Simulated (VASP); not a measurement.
# Mg (P6_3/mmc) in VASP: notebook

Aim: see how the results for Mg move with the level of theory and the settings. Levels: PBEsol, r2SCAN. Tasks: relaxation of cell and atoms.

Program: VASP 6.6.1. These are calculated values, not measurements. Logs are shortened: lines on timing, memory, paths and dates and some standing lists are left out, and cuts for length are marked.

## Step 1: Starting point

Symmetry: P6_3/mmc, No. 194, hexagonal system. Conventional cell: a = 3.188 Å, b = 3.188 Å, c = 5.102 Å, α = 90.00°, β = 90.00°, γ = 120.00°. Around Mg (site symmetry -6m2) lie 12 Mg at 3.15 to 3.19 Å.

## Step 2: Relaxation of cell and atoms, PBEsol

Contents of INCAR:

```
  PREC = Accurate
  ENCUT = 600
  EDIFF = 1E-7
  ISMEAR = 1
  SIGMA = 0.1
  LREAL = False
  LASPH = True
  NELM = 80
  ALGO = Normal
  ISIF = 3
  LWAVE = False
  LCHARG = False
  GGA = PS
  IBRION = 2
  NSW = 90
  EDIFFG = -0.005
```

Contents of KPOINTS:

```
Automatic mesh
0
Gamma
  18 18 9
```

Contents of POSCAR:

```
Mg                                      
1.0
    3.1877746250      0.0000000000      0.0000000000
   -1.5938873125      2.7606938068      0.0000000000
    0.0000000000      0.0000000000      5.1015559643
  Mg            
     2
Direct
     0.3333333332999970    0.6666666667000030    0.2500000000000000
     0.6666666667000030    0.3333333332999970    0.7500000000000000
```

Potentials or basis: VASP PAW PBE potentials, release 64 (Mg).

Started as:

```sh
$ cat potpaw_PBE.64/Mg/POTCAR > POTCAR
$ mpirun -np 1 vasp_std > vasp.out
```

OUTCAR:

```text
PREC = Accurate
   ENCUT = 600
   EDIFF = 1E-7
   ISMEAR = 1
   LREAL = False
   LASPH = True
   NELM = 80
   ISIF = 3
   GGA = PS
   IBRION = 2
   NSW = 90
   EDIFFG = -0.005

 ion  position               nearest neighbor table
   1  0.333  0.667  0.250-   2 3.15   2 3.15   2 3.15   2 3.15   2 3.15   2 3.15
   2  0.667  0.333  0.750-   1 3.15   1 3.15   1 3.15   1 3.15   1 3.15   1 3.15

  LATTYP: Found a hexagonal cell.
 ALAT       =     3.1877746250
 C/A-ratio  =     1.6003502645

  Lattice vectors:

 A1 = (   3.1877746250,   0.0000000000,   0.0000000000)
 A2 = (  -1.5938873125,   2.7606938068,   0.0000000000)
 A3 = (   0.0000000000,   0.0000000000,   5.1015559643)

Analysis of symmetry for initial positions (statically):
=====================================================================
 Subroutine PRICEL returns:
 Original cell was already a primitive cell.

 Routine SETGRP: Setting up the symmetry group for a
 hexagonal supercell.

 Subroutine GETGRP returns: Found 24 space group operations
 (whereof 12 operations were pure point group operations)
 out of a pool of 24 trial point group operations.

The static configuration has the point symmetry D_3d.
 The point group associated with its full space group is D_6h.

Analysis of symmetry for dynamics (positions and initial velocities):
=====================================================================
 Subroutine PRICEL returns:
 Original cell was already a primitive cell.

 Routine SETGRP: Setting up the symmetry group for a
 hexagonal supercell.

 Subroutine GETGRP returns: Found 24 space group operations
 (whereof 12 operations were pure point group operations)
 out of a pool of 24 trial point group operations.

The dynamic configuration has the point symmetry D_3d.
 The point group associated with its full space group is D_6h.

 Subroutine INISYM returns: Found 24 space group operations
 (whereof 12 operations are pure point group operations),
 and found     1 'primitive' translations

----------------------------------------------------------------------------------------

                                     Primitive cell

  volume of cell :      44.8961

[... 147 lines left out ...]
  Total        0.0094688      0.0094688      0.0170440     -0.0000000      0.0000000      0.0000000
  in kB        0.3379066      0.3379066      0.6082394     -0.0000000      0.0000000      0.0000000
  external PRESSURE =       0.4280175 kB  Pullay stress =       0.0000000 kB

 VOLUME and BASIS-vectors are now :
 -----------------------------------------------------------------------------
  energy-cutoff  :      600.00
  volume of cell :       44.90
      direct lattice vectors                 reciprocal lattice vectors
     3.187774625  0.000000000  0.000000000     0.313698463  0.181113892  0.000000000
    -1.593887312  2.760693807  0.000000000     0.000000000  0.362227784  0.000000000
     0.000000000  0.000000000  5.101555964     0.000000000  0.000000000  0.196018628

 POSITION                                       TOTAL-FORCE (eV/Angst)
 -----------------------------------------------------------------------------------
     -0.00000      1.84046      1.27539        -0.000000     -0.000000      0.000000
      1.59389      0.92023      3.82617         0.000000      0.000000      0.000000
 -----------------------------------------------------------------------------------
    total drift:                                0.000000     -0.000000      0.000000

  FREE ENERGIE OF THE ION-ELECTRON SYSTEM (eV)
  ---------------------------------------------------
  free  energy   TOTEN  =        -3.4488091035 eV

  energy  without entropy=       -3.4493256371  energy(sigma->0) =       -3.44898128

--------------------------------------- Ionic step        2  -------------------------------------------

 number of electron       4.0000000 magnetization

 Free energy of the ion-electron system (eV)
  ---------------------------------------------------
  ext. energy  EPLUGINS =         0.00000000
  ---------------------------------------------------
  free energy    TOTEN  =        -3.44881600 eV

  energy without entropy =       -3.44934006  energy(sigma->0) =       -3.44899068

 E-fermi :   2.7025     XC(G=0):  -8.6014

 val. band max:        2.6989497897   @ k =   0.0556  -0.0000   0.1111
 cond. band min:       2.7237932251   @ k =   0.3889   0.1667   0.4444
 fundamental gap:      0.0248434354
 Fermi energy:         2.7024555699

 k-point     1 :       0.0000    0.0000    0.0000
  band No.  band energies     occupation
      1      -4.3179      2.00000
      2       1.0595      2.00000
      3       1.6002      2.00000
      4      13.6037      0.00000
      5      13.6038      0.00000
      6      13.7309      0.00000
[... 199 lines left out ...]
 k-point    24 :       0.3889    0.1111    0.0000
  band No.  band energies     occupation
      1      -0.3145      2.00000
      2       1.7448      2.00000
      3       4.7871      0.00000
      4       5.4560      0.00000
      5       6.7157      0.00000
      6       6.8358      0.00000

 [... further k-points ...]

------------------------ aborting loop because EDIFF is reached ----------------------------------------

  FORCE on cell =-STRESS in cart. coord.  units (eV):
  Direction    XX          YY          ZZ          XY          YZ          ZX
  --------------------------------------------------------------------------------------
  -------------------------------------------------------------------------------------
  Total        0.0009970      0.0009970      0.0060716      0.0000000     -0.0000000      0.0000000
  in kB        0.0355498      0.0355498      0.2164866      0.0000000     -0.0000000      0.0000000
  external PRESSURE =       0.0958620 kB  Pullay stress =       0.0000000 kB

 VOLUME and BASIS-vectors are now :
 -----------------------------------------------------------------------------
  energy-cutoff  :      600.00
  volume of cell :       44.94
      direct lattice vectors                 reciprocal lattice vectors
     3.188502712  0.000000000  0.000000000     0.313626831  0.181072535 -0.000000000
    -1.594251356  2.761324349 -0.000000000     0.000000000  0.362145070 -0.000000000
     0.000000000  0.000000000  5.103653340     0.000000000  0.000000000  0.195938073

 POSITION                                       TOTAL-FORCE (eV/Angst)
 -----------------------------------------------------------------------------------
     -0.00000      1.84088      1.27591         0.000000     -0.000000      0.000000
      1.59425      0.92044      3.82774        -0.000000      0.000000     -0.000000
 -----------------------------------------------------------------------------------
    total drift:                                0.000000     -0.000000      0.000000

  FREE ENERGIE OF THE ION-ELECTRON SYSTEM (eV)
  ---------------------------------------------------
  free  energy   TOTEN  =        -3.4488159967 eV

  energy  without entropy=       -3.4493400552  energy(sigma->0) =       -3.44899068

 reached required accuracy - stopping structural energy minimisation
```

CONTCAR:

```text
Mg
   1.00000000000000
     3.1885027121595395    0.0000000000000000    0.0000000000000000
    -1.5942513560797698    2.7613243487763377   -0.0000000000000000
     0.0000000000000000    0.0000000000000000    5.1036533403188056
  Mg
     2
Direct
     0.3333333332999970    0.6666666667000030    0.2500000000000000
     0.6666666667000030    0.3333333332999970    0.7500000000000000

  0.00000000E+00  0.00000000E+00  0.00000000E+00
  0.00000000E+00  0.00000000E+00  0.00000000E+00
```

Run time: 40 s. Hardware: 1 thread of Intel Xeon Platinum 8488C (Sapphire Rapids), shared host; peak memory 0.22 GiB.

What came out:

```
Free energy                            : -3.4488 eV
Relaxed volume                         : 22.47 Å³/atom
Relaxed cell                           : a = 3.189 Å, b = 3.189 Å, c = 5.104 Å, α = 90.00°, β = 90.00°, γ = 120.00°
Space group after relaxing (to 0.05 Å) : P6_3/mmc (No. 194)
Energy gained by relaxing              : 0.0 meV/atom
Ionic steps                            : 2
Pressure after relaxing                : 0.0 GPa
Band gap on the k mesh                 : none (metal or under the smearing width)
```

Final structure:
```
Mg
1.0
     3.18850    0.00000    0.00000
    -1.59425    2.76132    0.00000
     0.00000    0.00000    5.10365
Mg
2
Direct
  0.33333 0.66667 0.25000
  0.66667 0.33333 0.75000
```

Caveat: the PAW data sets were made with another functional, which shifts forces and pressure a little.

## Step 3: Relaxation of cell and atoms, r2SCAN

This run uses another cell than the first one, of 23.24 Å³/atom, 1.035 times its volume.

Contents of INCAR:

```
SYSTEM = Mg
PREC     = Accurate       ! precision mode
ENCUT    = 600            ! plane-wave cutoff, eV
EDIFF    = 1E-6           ! SCF threshold, eV
ISMEAR   = 1              ! smearing method
SIGMA    = 0.1            ! smearing width, eV
LREAL    = .False.        ! projectors in reciprocal space
LASPH    = .True.         ! aspherical terms in the spheres
NELM     = 80             ! most SCF steps
ALGO     = Normal         ! electronic algorithm
ISIF     = 3              ! what is computed and relaxed
LWAVE    = .False.        ! write WAVECAR
LCHARG   = .False.        ! write CHGCAR
METAGGA  = R2SCAN         ! meta-GGA
LMIXTAU  = .True.       
IBRION   = 2              ! ionic algorithm
NSW      = 90             ! ionic steps
EDIFFG   = -0.01          ! ionic threshold
```

Contents of KPOINTS:

```
Automatic mesh
0
Gamma
  18 18 9
  0 0 0
```

Contents of POSCAR:

```
Mg
1.0
    3.2093000000      0.0000000000      0.0000000000
   -1.6046500000      2.7793353284      0.0000000000
    0.0000000000      0.0000000000      5.2103000000
Mg
2
Direct
    0.3333333333      0.6666666667      0.2500000000
    0.6666666667      0.3333333333      0.7500000000
```

Potentials or basis: VASP PAW PBE potentials, release 64 (Mg).

Started as:

```sh
$ cat potpaw_PBE.64/Mg/POTCAR > POTCAR
$ mpirun -np 1 vasp_std > vasp.out
```

It took 8.1 min on 1 thread of Intel Xeon Platinum 8488C (Sapphire Rapids), shared host; peak memory 0.25 GiB.

It converged, with:

| Property | Result |
| --- | --- |
| Free energy | -8.2985 eV |
| Relaxed volume | 22.40 Å³/atom |
| Relaxed cell | a = 3.184 Å, b = 3.184 Å, c = 5.101 Å, α = 90.00°, β = 90.00°, γ = 120.00° |
| Space group after relaxing (to 0.05 Å) | P6_3/mmc (No. 194) |
| Energy gained by relaxing | 4.1 meV/atom |
| Ionic steps | 6 |
| Pressure after relaxing | 0.0 GPa |
| Band gap on the k mesh | none (metal or under the smearing width) |

Step by step:
```csv
step,energy change (eV),largest force (eV/Å),pressure (GPa),volume (Å³)
1,0.0000,0.0000,-1.36,46.47
2,-0.0074,0.0000,-0.30,45.16
3,-0.0079,0.0000,0.02,44.79
4,-0.0079,0.0000,0.06,44.76
5,-0.0080,0.0000,0.04,44.78
6,-0.0081,0.0000,0.03,44.80
```

Final structure:
```yaml
crystal:
  lattice:
    - [3.18441, 0.00000, 0.00000]
    - [-1.59220, 2.75778, 0.00000]
    - [0.00000, 0.00000, 5.10140]
  atoms:
    - { symbol: Mg, position: [0.33333, 0.66667, 0.25000] }
    - { symbol: Mg, position: [0.66667, 0.33333, 0.75000] }
```

Levels at points of the mesh, in eV from the Fermi level:
| k point | band 1 | band 2 | band 3 | band 4 | band 5 | band 6 |
| --- | --- | --- | --- | --- | --- | --- |
| (0.00, 0.00, 0.00) | -7.51 | -1.88 | -1.08 | 11.68 | 11.68 | 11.86 |
| (0.50, 0.00, 0.00) | -2.46 | -2.29 | 2.86 | 3.14 | 3.73 | 4.12 |

Caveat: the PAW data sets were made with another functional, which shifts forces and pressure a little.
